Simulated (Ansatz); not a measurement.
This cell of CaF2 (fluorite) is off equilibrium:

```
CELL_PARAMETERS angstrom
      0.00000     2.75548     2.75548
      2.75548     0.00000     2.75548
      2.75548     2.75548     0.00000
ATOMIC_POSITIONS crystal
  Ca 0.00000 0.00000 0.00000
  F  0.25000 0.25000 0.25000
  F  0.66290 0.75000 0.83710
```

These are PBE (plane waves to 420 eV, PAW, scalar-relativistic; Ansatz, a program for electronic structure) values and carry that method's errors. k mesh 8×8×8 (Γ-centred), Fermi-Dirac smearing 0.05 eV. Energies are smeared free energies. Compression counts positive. CaF2 was relaxed with its symmetry unable to fall.

Problem. Predict the force on every atom, in eV/Å.

Solution. 
```json
[
 {"atom": "Ca1", "Fx": "0.591", "Fy": "-0.546", "Fz": "-0.591"},
 {"atom": "F2", "Fx": "0.572", "Fy": "-0.042", "Fz": "-0.572"},
 {"atom": "F3", "Fx": "-1.163", "Fy": "0.587", "Fz": "1.163"}
]
```

Problem. What is the stress tensor (GPa)?

Solution. 
```
   3.25    -2.62    -0.94
  -2.62     2.38     2.62
  -0.94     2.62     3.25
```
The pressure, a third of the trace, is 2.96 GPa.

Problem. In it atom 3 sits (0.240, 0.000, -0.240) Å away from its relaxed site. What is its energy relative to the relaxed cell?

Solution. 261 meV/cell.

(For displaced atoms, the force is minus the slope of the energy, and its curvature is a force constant, which sets phonon frequencies.)
